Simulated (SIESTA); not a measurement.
The system is C.

```xyz
2
Lattice="0.0000 1.7834 1.7834 1.7834 0.0000 1.7834 1.7834 1.7834 0.0000" Properties=species:S:1:pos:R:3 pbc="T T T"
C     2.6751    2.6751    2.6751
C     1.7834    1.7834    1.7834
```

This isn't the form of C at room conditions, which is graphite.

Base run:

* Program: SIESTA 5.4.2
* Functional: VV10
* Potentials or basis: PseudoDojo 0.4 standard (PBE files)
* Basis: DZP (energy shift 0.002 Ry)
* Grid cutoff: 500 Ry
* Energy shift: 0.002 Ry
* k mesh: 13 × 13 × 13
* Occupations: fermi-dirac, width 0.05 eV
* Spin: no spin polarisation

Its results: band gap on the k mesh 4.43 eV, indirect (least direct gap 5.78 eV); pressure 18.6 GPa.

Task: The run is repeated on the same cell with these changes: functional from VV10 to vdW-DF-cx. What comes out?

Result: Band gap on the k mesh 4.23 eV, indirect (least direct gap 5.66 eV); pressure 7.9 GPa.

Caveats: the potentials were made for another functional, which shifts forces and pressure; the basis of atomic orbitals isn't converged, which shifts pressures, moduli and gaps; the non-local part is tabulated coarsely and may be off by about a percent (some runs); so large a pressure means that the cell lies far from this level's equilibrium, or that cutoff or potentials fall short (some runs).

Not every run made on this cell is shown here.
